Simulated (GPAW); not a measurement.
The system is TePb.

```
Pb Te
1.0
     0.00000    3.23100    3.23100
     3.23100    0.00000    3.23100
     3.23100    3.23100    0.00000
Pb Te
1 1
Direct
  0.00000 0.00000 0.00000
  0.50000 0.50000 0.50000
```

Base run:

* Program: GPAW 26.7.0
* Functional: PBE
* Potentials or basis: GPAW PAW data sets (gpaw-data 1.2.1), other valence
* Cutoff: 600 eV
* Basis: pw
* k mesh: 6 × 6 × 6
* Occupations: fermi-dirac, width 0.05 eV
* Spin: no spin polarisation

Its results: band gap on the k mesh 0.65 eV, direct; pressure 1.0 GPa.

The run is repeated on the same cell with these changes: potentials or basis from GPAW PAW data sets (gpaw-data 1.2.1), other valence to PAW data sets generated in the run's folder for this functional; band points from 100 to 80; valence electrons from 30 to 20. What comes out?

Band gap on the k mesh 0.69 eV, direct; pressure 1.9 GPa.

Caveats: spin-orbit coupling is left out, which as a rule narrows the gap of such compounds by several tenths of an eV.
